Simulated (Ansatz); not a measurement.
**How Ni stores the work of compression**

The calculation used DFT PBEsol, scalar-relativistic, plane waves, PAW (Ansatz 0.2.0). (420 eV cutoff, 20×20×20 k-mesh, Gaussian smearing of 0.10 eV, collinear spin)

Reference structure (relaxed):

```
CELL_PARAMETERS angstrom
0.00000 1.73157 1.73157
1.73157 0.00000 1.73157
1.73157 1.73157 0.00000
ATOMIC_POSITIONS crystal
Ni 0.00000 0.00000 0.00000
```

Cell and atoms were relaxed at each target pressure within the start's symmetry (Fm-3m), at zero temperature; other phases can be more stable under pressure. H = E + PV with P the target; E is the free energy at the smearing used, whose derivative the pressure is, per atom and counted from zero pressure.

```csv
P (GPa),V (Å³/atom),E − E0 (meV),H − H0 (meV)
0,10.384,0.0,0.0
2,10.295,0.6,129.1
5,10.170,3.3,320.7
10,9.984,12.0,635.1
20,9.657,42.2,1247.8
40,9.143,136.9,2419.7
```

Problem. Thermodynamics gives dH/dP = V along a relaxed path. Integrate V over P by the trapezoid rule and compare with the computed enthalpies.

Solution. With 1 eV/Å³ = 160.22 GPa, each step adds the mean volume times ΔP / 160.22:
```csv
P (GPa),∫V dP (meV),H − H0 (meV),difference (meV)
2,129.1,129.1,0.0
5,320.7,320.7,0.0
10,635.1,635.1,0.0
20,1248.1,1247.8,0.3
40,2421.6,2419.7,1.9
```

V(P) curves upward, so the trapezoid rule runs high; integrating a smooth curve through the same points puts that excess at about 2.1 meV at 40 GPa, against the 1.9 meV found.

Problem. At 40 GPa, how much of the enthalpy change is stored energy and how much is the PV term?

Solution. E rises by 137 meV/atom and PV is 40 × 9.143 / 160.22 = 2283 meV/atom, so PV makes 94 % of ΔH. So between rival structures at high pressure a small difference in volume can outweigh the difference in energy: 1 % of this volume is worth 22.8 meV/atom at this pressure.

Problem. What bulk modulus do the lowest pressures give?

Solution. From the pressures that the runs reached, -1.97 GPa (10.475 Å³) and 2.02 GPa (10.295 Å³), B = −ΔP/Δln V = 3.99 / 0.0173 = 231 GPa, a mean over that range.